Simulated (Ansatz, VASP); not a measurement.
## Ti: VASP beside Ansatz

File POSCAR:

```
Ti
1.0
    0.0000000000      2.0632846043      2.0632846043
    2.0632846043      0.0000000000      2.0632846043
    2.0632846043      2.0632846043      0.0000000000
Ti
1
Direct
    0.0000000000      0.0000000000      0.0000000000
```

File INCAR.step1:

```
SYSTEM = Ti
PREC = Accurate
ENCUT = 520
ISMEAR = -1
SIGMA = 0.15
LREAL = .False.
LASPH = .True.
NELM = 100
NBANDS = 12
GGA = PE
ALGO = Normal
EDIFF = 1E-4
LWAVE = .True.
LCHARG = .False.
```

Contents of INCAR.step2:

```
SYSTEM = Ti
PREC = Accurate
ENCUT = 520
EDIFF = 1E-6
ISMEAR = -1
SIGMA = 0.15
LREAL = .False.
LASPH = .True.
NELM = 100
ALGO = Normal
ISIF = 2
LWAVE = .False.
LCHARG = .True.
METAGGA = R2SCAN
LMIXTAU = .True.
LELF = .True.
LVHAR = .True.
NBANDS = 12
ISTART = 1
```

The input KPOINTS:

```
Automatic mesh
0
Gamma
  12 12 12
  0 0 0
```

Input for Ansatz:

```yaml
crystal:
  lattice:
    - [0.0, 2.0632846043341524, 2.0632846043341524]
    - [2.0632846043341524, 0.0, 2.0632846043341524]
    - [2.0632846043341524, 2.0632846043341524, 0.0]
  atoms:
    - { symbol: Ti, position: [0.0, 0.0, 0.0] }
basis:
  ecutwfc: 600.0
kpoints:
  mp_grid:
    grid: [12, 12, 12]
hamiltonian:
  xc: r2scan
scf:
  occupations:
    method: fermi_dirac
    width: 0.15
output:
  stress: true
```

This isn't the form of Ti at room conditions, which is hcp.

Alike in both runs: task single point; functional r2SCAN; k mesh 12 × 12 × 12; occupations fermi-dirac, width 0.15 eV; no spin polarisation.

|  | VASP | Ansatz |
| --- | --- | --- |
| version | VASP 6.6.1 | Ansatz 0.2.0 |
| potentials or method | VASP PAW PBE potentials, release 64 (Ti_sv) | plane waves, PAW |
| plane-wave cutoff (eV) | 520 | 600 |
| valence electrons in the cell | 12 | 12 |

```csv
,VASP,Ansatz,Ansatz less VASP
pressure (GPa),-0.4,-0.8,-0.36
```

With one functional, cell and mesh, what is left measures potentials, basis and numerics.

Caveats: the PAW data sets were made with another functional, which shifts forces and pressure a little (VASP).
